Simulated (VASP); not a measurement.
# SnTe2 (Fm-3m) in VASP: further runs

The runs below take SnTe2 through single point, with r2SCAN, HSE06.

Everything below comes from runs of VASP 6.6.1. Logs are shortened: lines on timing, memory, paths and dates and some standing lists are left out, and cuts for length are marked.

**1. The crystal as given**

It takes space group Fm-3m (No. 225, cubic). Conventional cell: a = 7.402 Å, b = 7.402 Å, c = 7.402 Å, α = 90.00°, β = 90.00°, γ = 90.00°. Sn (site symmetry m-3m) has 8 Te at 3.21 Å as nearest neighbours. Around Te (site symmetry -43m) lie 4 Sn at 3.21 Å.

The cell was built by a generator and needn't be a form met in nature.

**2. Single point, r2SCAN**

File POSCAR:

```
SnTe2
1.0
    0.0000000000      3.7010376726      3.7010376726
    3.7010376726      0.0000000000      3.7010376726
    3.7010376726      3.7010376726      0.0000000000
Sn Te
1 2
Direct
    0.0000000000      0.0000000000      0.0000000000
    0.2500000000      0.2500000000      0.2500000000
    0.7500000000      0.7500000000      0.7500000000
```

File INCAR.step1:

```
SYSTEM = SnTe2
PREC     = Accurate       ! precision mode
ENCUT    = 520            ! plane-wave cutoff, eV
ISMEAR   = -1             ! smearing method
SIGMA    = 0.02           ! smearing width, eV
LREAL    = .False.        ! projectors in reciprocal space
LASPH    = .True.         ! aspherical terms in the spheres
NELM     = 100            ! most SCF steps
NBANDS   = 20             ! bands
GGA      = PE             ! functional
ALGO     = Normal         ! electronic algorithm
EDIFF    = 1E-4           ! SCF threshold, eV
LWAVE    = .True.         ! write WAVECAR
LCHARG   = .False.        ! write CHGCAR
```

File INCAR.step2:

```
SYSTEM = SnTe2
PREC     = Accurate       ! precision mode
ENCUT    = 520            ! plane-wave cutoff, eV
EDIFF    = 1E-7           ! SCF threshold, eV
ISMEAR   = -1             ! smearing method
SIGMA    = 0.02           ! smearing width, eV
LREAL    = .False.        ! projectors in reciprocal space
LASPH    = .True.         ! aspherical terms in the spheres
NELM     = 100            ! most SCF steps
ALGO     = Normal         ! electronic algorithm
ISIF     = 2              ! what is computed and relaxed
LWAVE    = .False.        ! write WAVECAR
LCHARG   = .False.        ! write CHGCAR
METAGGA  = R2SCAN         ! meta-GGA
LMIXTAU  = .True.       
NBANDS   = 20             ! bands
ISTART   = 1
```

File KPOINTS:

```
regular mesh
0
Gamma
  4 4 4
  0 0 0
```

Potentials or basis: VASP PAW PBE potentials, release 64 (Sn_d, Te).

The run is started by

```sh
$ cat potpaw_PBE.64/Sn_d/POTCAR potpaw_PBE.64/Te/POTCAR > POTCAR
$ cp INCAR.step1 INCAR
$ mpirun -np 1 vasp_std > vasp.out
$ cp INCAR.step2 INCAR
$ mpirun -np 1 vasp_std > vasp.out
```

OUTCAR:

```text
SYSTEM = SnTe2
   PREC = Accurate
   ENCUT = 520
   EDIFF = 1E-7
   ISMEAR = -1
   LREAL = .False.
   LASPH = .True.
   NELM = 100
   ISIF = 2
   METAGGA = R2SCAN
   ISTART = 1

 ion  position               nearest neighbor table
   1  0.000  0.000  0.000-   3 3.21   3 3.21   3 3.21   2 3.21   3 3.21   2 3.21   2 3.21   2 3.21

   2  0.250  0.250  0.250-   1 3.21   1 3.21   1 3.21   1 3.21
   3  0.750  0.750  0.750-   1 3.21   1 3.21   1 3.21   1 3.21

  LATTYP: Found a face centered cubic cell.
 ALAT       =     7.4020753452

  Lattice vectors:

 A1 = (   0.0000000000,   3.7010376726,   3.7010376726)
 A2 = (   3.7010376726,   0.0000000000,   3.7010376726)
 A3 = (   3.7010376726,   3.7010376726,   0.0000000000)

Analysis of symmetry for initial positions (statically):
=====================================================================
 Subroutine PRICEL returns:
 Original cell was already a primitive cell.

 Routine SETGRP: Setting up the symmetry group for a
 face centered cubic supercell.

 Subroutine GETGRP returns: Found 48 space group operations
 (whereof 48 operations were pure point group operations)
 out of a pool of 48 trial point group operations.

The static configuration has the point symmetry O_h .

Analysis of symmetry for dynamics (positions and initial velocities):
=====================================================================
 Subroutine PRICEL returns:
 Original cell was already a primitive cell.

 Routine SETGRP: Setting up the symmetry group for a
 face centered cubic supercell.

 Subroutine GETGRP returns: Found 48 space group operations
 (whereof 48 operations were pure point group operations)
 out of a pool of 48 trial point group operations.

The dynamic configuration has the point symmetry O_h .

 Subroutine INISYM returns: Found 48 space group operations
 (whereof 48 operations are pure point group operations),
 and found     1 'primitive' translations

----------------------------------------------------------------------------------------

                                     Primitive cell

  volume of cell :     101.3913

  direct lattice vectors                    reciprocal lattice vectors
     0.000000000  3.701037673  3.701037673    -0.135097247  0.135097247  0.135097247
     3.701037673  0.000000000  3.701037673     0.135097247 -0.135097247  0.135097247
     3.701037673  3.701037673  0.000000000     0.135097247  0.135097247 -0.135097247

  length of vectors
     5.234057671  5.234057671  5.234057671     0.233995295  0.233995295  0.233995295

  position of ions in fractional coordinates (direct lattice)
     0.000000000  0.000000000  0.000000000
     0.250000000  0.250000000  0.250000000
     0.750000000  0.750000000  0.750000000

  ion indices of the primitive-cell ions
   primitive index   ion index
                 1           1
                 2           2
                 3           3

----------------------------------------------------------------------------------------

 KPOINTS: regular mesh

Automatic generation of k-mesh.
 Grid dimensions read from file:
 generate k-points for:    4    4    4

 Generating k-lattice:

  Cartesian coordinates                     Fractional coordinates (reciprocal lattice)
    -0.033774312  0.033774312  0.033774312     0.250000000  0.000000000  0.000000000
     0.033774312 -0.033774312  0.033774312     0.000000000  0.250000000  0.000000000
     0.033774312  0.033774312 -0.033774312     0.000000000  0.000000000  0.250000000

  Length of vectors
     0.058498824  0.058498824  0.058498824

  Shift w.r.t. Gamma in fractional coordinates (k-lattice)
     0.000000000  0.000000000  0.000000000

 Subroutine IBZKPT returns following result:
 ===========================================

 Found      8 irreducible k-points:

 Following reciprocal coordinates:
            Coordinates               Weight
  0.000000  0.000000  0.000000      1.000000
  0.250000  0.000000  0.000000      8.000000
  0.500000  0.000000  0.000000      4.000000
  0.250000  0.250000  0.000000      6.000000
  0.500000  0.250000  0.000000     24.000000
 -0.250000  0.250000  0.000000     12.000000
  0.500000  0.500000  0.000000      3.000000
 -0.250000  0.500000  0.250000      6.000000
   k-points           NKPTS =      8   k-points in BZ     NKDIM =      8   number of bands    NBANDS=     20
   number of dos      NEDOS =    301   number of ions     NIONS =      3
   total plane-waves  NPLWV =  64000
   dimension x,y,z NGX =    40 NGY =   40 NGZ =   40
   dimension x,y,z NGXF=    80 NGYF=   80 NGZF=   80
   ions per type =               1   2
   NGX,Y,Z   is equivalent  to a cutoff of  12.70, 12.70, 12.70 a.u.
   NGXF,Y,Z  is equivalent  to a cutoff of  25.41, 25.41, 25.41 a.u.
 SYSTEM =  SnTe2
   PREC   = accura    normal or accurate (medium, high low for compatibility)
   ISTART =      1    job   : 0-new  1-cont  2-samecut
   ICHARG =      0    charge: 1-file 2-atom 10-const
   ISPIN  =      1    spin polarized calculation?
   LNONCOLLINEAR =      F non collinear calculations
   LSORBIT =      F    spin-orbit coupling
   LASPH  =      T    aspherical Exc in radial PAW
   ENCUT  =  520.0 eV  38.22 Ry    6.18 a.u.   9.73  9.73  9.73*2*pi/ulx,y,z
   NELM   =    100;   NELMIN=  2; NELMDL=  0     # of ELM steps
   EDIFF  = 0.1E-06   stopping-criterion for ELM
   LREAL  =      F    real-space projection
   EDIFFG = 0.1E-05   stopping-criterion for IOM
   NSW    =      0    number of steps for IOM
   IBRION =     -1    ionic relax: 0-MD 1-quasi-New 2-CG
   NFREE  =      0    steps in history (QN), initial steepest desc. (CG)
   ISIF   =      2    stress and relaxation
   ISYM   =      2    0-nonsym 1-usesym 2-fastsym
   POTIM  = 0.5000    time-step for ionic-motion
   TEBEG  =    0.0;   TEEND  =   0.0 temperature during run
   PSTRESS=    0.0 pullay stress
   NELECT =      26.0000    total number of electrons
   NUPDOWN=      -1.0000    fix difference up-down
   EMIN   =  10.00;   EMAX   =-10.00  energy-range for DOS
   EFERMI =   0.00;   METHOD = LEGACY
   ISMEAR =    -1;   SIGMA  =   0.02  broadening in eV -4-tet -1-fermi 0-gaus
   EFERMI_NEDOS =   21; number of points for ismear=-14 and -15
   IALGO  =     38    algorithm
   IMIX   =      4    mixing-type and parameters
     AMIX     =   0.40;   BMIX     =  1.00
     AMIX_MAG =   1.60;   BMIX_MAG =  1.00
  volume/ion in A,a.u.               =      33.80       228.07
  Fermi-wavevector in a.u.,A,eV,Ry     =   1.040078  1.965462 14.718260  1.081762
  Thomas-Fermi vector in A             =   2.174637
   LORBIT       =      0    0 simple, 1 ext, 2 COOP (PROOUT), +10 PAW based schemes
   METAGGA = R2SCAN    functional components
   LHFCALC =     F    Hartree Fock is set to
   AEXX    =    0.0000 exact exchange contribution
   IVDW    =     0    specifies the selected vdW correction
   LEPSILON=     F    determine dielectric tensor
   LRPA    =     F    only Hartree local field effects (RPA)
 non-spin polarized calculation
  energy-cutoff  :      520.00
  volume of cell :      101.39
 maximum number of plane-waves:      2764
 NGX is ok and might be reduce to    40
   NGX = 19   NGY = 19   NGZ = 19

 number of electron      26.0000004 magnetization

 Free energy of the ion-electron system (eV)
  ---------------------------------------------------
  ext. energy  EPLUGINS =         0.00000000
  ---------------------------------------------------
  free energy    TOTEN  =       -74.89985620 eV

  energy without entropy =      -74.88924762  energy(sigma->0) =      -74.89455191

 E-fermi :   5.3507     XC(G=0):  -9.6169

 val. band max:        5.3029475649   @ k =  -0.2500   0.2500   0.0000
 cond. band min:       5.3726171978   @ k =   0.5000   0.2500   0.0000
 fundamental gap:      0.0696696329
 Fermi energy:         5.3506890615

 k-point     1 :       0.0000    0.0000    0.0000
  band No.  band energies     occupation
      1     -16.5362      2.00000
      2     -16.5362      2.00000
      3     -16.5362      2.00000
      4     -16.5191      2.00000
      5     -16.5191      2.00000
      6      -7.4774      2.00000
[... 12 lines left out ...]
     19      10.6018      0.00000
     20      11.4040      0.00000

 k-point     2 :       0.2500    0.0000    0.0000
  band No.  band energies     occupation
      1     -16.5374      2.00000
      2     -16.5353      2.00000
      3     -16.5353      2.00000
      4     -16.5191      2.00000
      5     -16.5191      2.00000
      6      -7.0779      2.00000
[... 12 lines left out ...]
     19      12.0568      0.00000
     20      12.4087      0.00000

 k-point     3 :       0.5000    0.0000    0.0000
  band No.  band energies     occupation
      1     -16.5387      2.00000
      2     -16.5345      2.00000
      3     -16.5344      2.00000
      4     -16.5190      2.00000
      5     -16.5190      2.00000
      6      -6.0999      2.00000
[... 12 lines left out ...]
     19      12.2487      0.00000
     20      12.2487      0.00000

 k-point     4 :       0.2500    0.2500    0.0000
  band No.  band energies     occupation
      1     -16.5388      2.00000
      2     -16.5344      2.00000
      3     -16.5344      2.00000
      4     -16.5195      2.00000
      5     -16.5187      2.00000
      6      -6.9682      2.00000
[... 12 lines left out ...]
     19      12.5473      0.00000
     20      12.9923      0.00000

 k-point     5 :       0.5000    0.2500    0.0000
  band No.  band energies     occupation
      1     -16.5389      2.00000
      2     -16.5347      2.00000
      3     -16.5335      2.00000
      4     -16.5195      2.00000
      5     -16.5187      2.00000
      6      -6.2303      2.00000
[... 12 lines left out ...]
     19      12.6990      0.00000
     20      13.5576      0.00000

 k-point     6 :      -0.2500    0.2500    0.0000
  band No.  band energies     occupation
      1     -16.5372      2.00000
      2     -16.5358      2.00000
      3     -16.5343      2.00000
      4     -16.5191      2.00000
      5     -16.5190      2.00000
      6      -6.4782      2.00000
[... 12 lines left out ...]
     19      12.9529      0.00000
     20      14.0987      0.00000

 k-point     7 :       0.5000    0.5000    0.0000
  band No.  band energies     occupation
      1     -16.5415      2.00000
      2     -16.5327      2.00000
      3     -16.5327      2.00000
      4     -16.5199      2.00000
      5     -16.5183      2.00000
      6      -6.2032      2.00000
[... 12 lines left out ...]
     19      12.1574      0.00000
     20      13.4771      0.00000

 k-point     8 :      -0.2500    0.5000    0.2500
  band No.  band energies     occupation
      1     -16.5371      2.00000
      2     -16.5371      2.00000
      3     -16.5327      2.00000
      4     -16.5195      2.00000
      5     -16.5187      2.00000
      6      -5.7655      2.00000
[... 12 lines left out ...]
     19      13.3837      0.00000
     20      13.3842      0.00000

------------------------ aborting loop because EDIFF is reached ----------------------------------------

  FORCE on cell =-STRESS in cart. coord.  units (eV):
  Direction    XX          YY          ZZ          XY          YZ          ZX
  --------------------------------------------------------------------------------------
  -------------------------------------------------------------------------------------
  Total        0.2652522      0.2652522      0.2652522     -0.0000000     -0.0000000      0.0000000
  in kB        4.1914963      4.1914963      4.1914963     -0.0000000     -0.0000000      0.0000000
  external PRESSURE =       4.1914963 kB  Pullay stress =       0.0000000 kB

 VOLUME and BASIS-vectors are now :
 -----------------------------------------------------------------------------
  energy-cutoff  :      520.00
  volume of cell :      101.39
      direct lattice vectors                 reciprocal lattice vectors
     0.000000000  3.701037673  3.701037673    -0.135097247  0.135097247  0.135097247
     3.701037673  0.000000000  3.701037673     0.135097247 -0.135097247  0.135097247
     3.701037673  3.701037673  0.000000000     0.135097247  0.135097247 -0.135097247

 POSITION                                       TOTAL-FORCE (eV/Angst)
 -----------------------------------------------------------------------------------
      0.00000      0.00000      0.00000         0.000000     -0.000000      0.000000
      1.85052      1.85052      1.85052        -0.000000     -0.000000      0.000000
      5.55156      5.55156      5.55156        -0.000000      0.000000     -0.000000
 -----------------------------------------------------------------------------------
    total drift:                               -0.000000      0.000000      0.000000

  FREE ENERGIE OF THE ION-ELECTRON SYSTEM (eV)
  ---------------------------------------------------
  free  energy   TOTEN  =       -74.8998561967 eV

  energy  without entropy=      -74.8892476199  energy(sigma->0) =      -74.89455191
```

Run time: 65 s. Hardware: 1 thread of Intel Xeon Platinum 8259CL at 2.50GHz (Skylake/Cascade Lake), shared host; peak memory 0.26 GiB.

What came out:

```yaml
Free_energy: -74.8999 eV
Pressure: 0.4 GPa
Band_gap_on_the_k_mesh: none (metal or under the smearing width)
```

Caveat: the k mesh is coarse (spacing up to 0.37 Å⁻¹), so the values aren't converged; the PAW data sets were made with another functional, which shifts forces and pressure a little. Spin-orbit coupling is left out, which matters for the levels of Te.

**3. Single point, HSE06**

POSCAR is that of step 2.

File INCAR.step1:

```
ALGO     = Normal         # electronic algorithm
EDIFF    = 1E-5           # SCF threshold, eV
ENCUT    = 520            # plane-wave cutoff, eV
GGA      = PE             # functional
ISIF     = 2              # what is computed and relaxed
ISMEAR   = -1             # smearing method
LASPH    = T              # aspherical terms in the spheres
LCHARG   = F              # write CHGCAR
LREAL    = F              # projectors in reciprocal space
LWAVE    = T              # write WAVECAR
NBANDS   = 20             # bands
NELM     = 100            # most SCF steps
PREC     = Accurate       # precision mode
SIGMA    = 0.02           # smearing width, eV
```

File INCAR.step2:

```
ALGO     = Normal         # electronic algorithm
EDIFF    = 1E-6           # SCF threshold, eV
ENCUT    = 520            # plane-wave cutoff, eV
GGA      = PE             # functional
HFSCREEN = 0.2079         # screening, 1/A
ISIF     = 2              # what is computed and relaxed
ISMEAR   = -1             # smearing method
ISTART   = 1            
LASPH    = T              # aspherical terms in the spheres
LCHARG   = F              # write CHGCAR
LHFCALC  = T              # exact exchange
LREAL    = F              # projectors in reciprocal space
LWAVE    = F              # write WAVECAR
NBANDS   = 20             # bands
NELM     = 100            # most SCF steps
PREC     = Accurate       # precision mode
PRECFOCK = Normal       
SIGMA    = 0.02           # smearing width, eV
```

File KPOINTS:

```
k-points
0
Gamma
  4 4 4
```

Potentials or basis: VASP PAW PBE potentials, release 64 (Sn_d, Te).

The run is started by

```sh
$ cat potpaw_PBE.64/Sn_d/POTCAR potpaw_PBE.64/Te/POTCAR > POTCAR
$ cp INCAR.step1 INCAR
$ mpirun -np 1 vasp_std > vasp.out
$ cp INCAR.step2 INCAR
$ mpirun -np 1 vasp_std > vasp.out
```

Run time: 29 min. Hardware: 1 thread of Intel Xeon Platinum 8259CL at 2.50GHz (Skylake/Cascade Lake), shared host; peak memory 0.36 GiB.

Results (log left out):

* Free energy: -11.6796 eV
* Pressure: -0.6 GPa
* Band gap on the k mesh: none (metal or under the smearing width)

Levels at points of the mesh, in eV from the Fermi level:
```tsv
k point	band 10	band 11	band 12	band 13	band 14	band 15	band 16	band 17
(0.00, 0.00, 0.00)	-3.04	-3.04	-1.55	-1.55	-1.55	2.00	2.00	2.00
(0.50, 0.00, 0.00)	-3.33	-2.74	-2.14	-2.14	0.83	3.78	3.78	5.17
(0.50, 0.50, 0.00)	-4.86	-1.81	0.53	0.53	1.31	2.58	4.80	4.80
```

Caveat: the k mesh is coarse (spacing up to 0.37 Å⁻¹), so the values aren't converged, least of all with exact exchange; the PAW data sets were made with another functional, which shifts forces and pressure a little.
